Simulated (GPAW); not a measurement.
The system is Mg.

```
Mg
1.0
     0.00000    2.24426    2.24426
     2.24426    0.00000    2.24426
     2.24426    2.24426    0.00000
Mg
1
Direct
  0.00000 0.00000 0.00000
```

This isn't the form of Mg at room conditions, which is hcp.

Base run:

```yaml
Program: GPAW 26.7.0
Functional: RPBE
Potentials_or_basis: the program's PAW data sets (release 1.2.1) made for this functional
Cutoff: 800 eV
Basis: pw
k_mesh: 10 × 10 × 10
Occupations: gaussian, width 0.1 eV
Spin: no spin polarisation
```

Its results: band gap on the k mesh none (metal or under the smearing width); pressure 1.9 GPa.

Problem. The run is repeated on the same cell with these changes: functional from RPBE to LDA; occupations from gaussian, width 0.1 eV to gaussian, width 0.05 eV. What comes out?

Solution. Band gap on the k mesh none (metal or under the smearing width); pressure -1.4 GPa.
